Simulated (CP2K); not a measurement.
Wanted: the native input for a CP2K 2026.2 run.

* Task: band structure
* Functional: r2SCAN
* Potentials or basis: POTENTIAL_UZH Cd GTH-SCAN-q12, O GTH-SCAN-q6; TZVP-MOLOPT-SCAN-GTH basis
* Density cutoff: 11565 eV
* k mesh: 9 × 9 × 7
* Occupations: fermi-dirac, width 0.05 eV
* Spin: no spin polarisation
* SCF solver: diagonalisation with k points
* Quickstep method: GPW
* EPS_DEFAULT: 1.0E-10
* EPS_SCF: 1.0E-6
* MAX_SCF: 100
* SCF_GUESS: ATOMIC
* k points reduced by the point group: yes
* Mesh centred on Gamma: yes
* CHOLESKY: OFF
* EPS_EIGVAL: 1.0E-7
* MIXING METHOD: BROYDEN_MIXING
* MIXING ALPHA: 0.4
* NBUFFER: 8
* NGRIDS: 5
* Basis sets: Cd TZVP-MOLOPT-SCAN-GTH-q12, O TZVP-MOLOPT-SCAN-GTH-q6
* Potentials: Cd GTH-SCAN-q12 of POTENTIAL_UZH, O GTH-SCAN-q6 of POTENTIAL_UZH
* ADDED_MOS: [12]
* Points a segment of the path (NPOINTS): 8
* Bands added on the path: 2
* REL_CUTOFF (Ry): 60 Ry
* MIXING BETA (1/bohr): 1.5 1/bohr
* CUTOFF of the grids: 850 Ry

The system is CdO2.

```
Cd O
1.0
     3.47623    0.00000    0.00000
    -1.73811    3.01050    0.00000
     0.00000    0.00000    4.14808
Cd O
1 2
Direct
  0.00000 0.00000 0.00000
  0.33333 0.66667 0.24422
  0.66667 0.33333 0.75578
```

The cell comes from a database or a generator and needn't be the stable form of this composition.

These files were run (other wordings do the same):

cdo2_bands.inp

```
&GLOBAL
  PROJECT cdo2_bands
  RUN_TYPE ENERGY_FORCE
  PRINT_LEVEL LOW
&END GLOBAL
&FORCE_EVAL
  METHOD QS
  STRESS_TENSOR ANALYTICAL
  &DFT
    BASIS_SET_FILE_NAME BASIS_MOLOPT_UZH
    POTENTIAL_FILE_NAME POTENTIAL_UZH
    &MGRID
      CUTOFF 850
      REL_CUTOFF 60
      NGRIDS 5
    &END MGRID
    &QS
      METHOD GPW
      EPS_DEFAULT 1.0E-10
    &END QS
    &KPOINTS
      SCHEME MONKHORST-PACK 9 9 7
      GAMMA_CENTERED T
      SYMMETRY T
      SYMMETRY_BACKEND SPGLIB
    &END KPOINTS
    &SCF
      SCF_GUESS ATOMIC
      EPS_SCF 1.0E-6
      MAX_SCF 100
      ADDED_MOS 12
      CHOLESKY OFF
      EPS_EIGVAL 1.0E-7
      &DIAGONALIZATION ON
        ALGORITHM STANDARD
      &END DIAGONALIZATION
      &MIXING ON
        METHOD BROYDEN_MIXING
        ALPHA 0.4
        BETA 1.5
        NBUFFER 8
      &END MIXING
      &SMEAR ON
        METHOD FERMI_DIRAC
        ELECTRONIC_TEMPERATURE [K] 580.226
      &END SMEAR
    &END SCF
    &XC
      &XC_FUNCTIONAL
        &MGGA_X_R2SCAN
        &END MGGA_X_R2SCAN
        &MGGA_C_R2SCAN
        &END MGGA_C_R2SCAN
      &END XC_FUNCTIONAL
    &END XC
    &PRINT
      &KPOINTS ON
      &END KPOINTS
      &MULLIKEN ON
      &END MULLIKEN
      &MO ON
        ENERGIES T
        OCCUPATION_NUMBERS T
        &EACH
          QS_SCF 0
        &END EACH
        ADD_LAST NUMERIC
      &END MO
      &BAND_STRUCTURE
        FILE_NAME bands.bs
        ADDED_MOS 2
        &KPOINT_SET
          UNITS B_VECTOR
          NPOINTS 8
          SPECIAL_POINT GAMMA 0.00000000 0.00000000 0.00000000
          SPECIAL_POINT M 0.50000000 0.00000000 0.00000000
          SPECIAL_POINT K 0.33333333 0.33333333 0.00000000
          SPECIAL_POINT GAMMA 0.00000000 0.00000000 0.00000000
          SPECIAL_POINT A 0.00000000 0.00000000 0.50000000
          SPECIAL_POINT L 0.50000000 0.00000000 0.50000000
          SPECIAL_POINT H 0.33333333 0.33333333 0.50000000
          SPECIAL_POINT A 0.00000000 0.00000000 0.50000000
        &END KPOINT_SET
        &KPOINT_SET
          UNITS B_VECTOR
          NPOINTS 8
          SPECIAL_POINT L 0.50000000 0.00000000 0.50000000
          SPECIAL_POINT M 0.50000000 0.00000000 0.00000000
        &END KPOINT_SET
        &KPOINT_SET
          UNITS B_VECTOR
          NPOINTS 8
          SPECIAL_POINT K 0.33333333 0.33333333 0.00000000
          SPECIAL_POINT H 0.33333333 0.33333333 0.50000000
        &END KPOINT_SET
      &END BAND_STRUCTURE
    &END PRINT
  &END DFT
  &SUBSYS
    &CELL
      A 3.4762295762 0.0000000000 0.0000000000
      B -1.7381147881 3.0105031223 0.0000000000
      C 0.0000000000 0.0000000000 4.1480760000
      PERIODIC XYZ
    &END CELL
    &COORD
      Cd  0.0000000000 0.0000000000 0.0000000000
      O   -0.0000000002 2.0070020816 1.0130389726
      O   1.7381147883 1.0035010407 3.1350370274
    &END COORD
    &KIND Cd
      BASIS_SET TZVP-MOLOPT-SCAN-GTH-q12
      POTENTIAL GTH-SCAN-q12
    &END KIND
    &KIND O
      BASIS_SET TZVP-MOLOPT-SCAN-GTH-q6
      POTENTIAL GTH-SCAN-q6
    &END KIND
    &PRINT
      &ATOMIC_COORDINATES ON
      &END ATOMIC_COORDINATES
      &CELL ON
      &END CELL
    &END PRINT
  &END SUBSYS
  &PRINT
    &FORCES ON
    &END FORCES
    &STRESS_TENSOR ON
    &END STRESS_TENSOR
  &END PRINT
&END FORCE_EVAL
```

Potentials or basis: POTENTIAL_UZH Cd GTH-SCAN-q12, O GTH-SCAN-q6; TZVP-MOLOPT-SCAN-GTH basis.

The run is started by

```sh
$ OMP_NUM_THREADS=1 cp2k.psmp -i cdo2_bands.inp -o cdo2_bands.out
```

It gave:

```
Pressure               : -8.9 GPa
Largest force          : 0.137 eV/Å
Band gap on the k mesh : none (metal or under the smearing width)
Mulliken charges       : Cd +1.22; O -0.61 e
```

Caveat: Mulliken charges move with the basis; the basis of atomic orbitals isn't converged, which shifts pressures, moduli and gaps.

It took 100 s on 1 thread of Arm Neoverse V2 (shared host), peak memory 0.43 GiB.
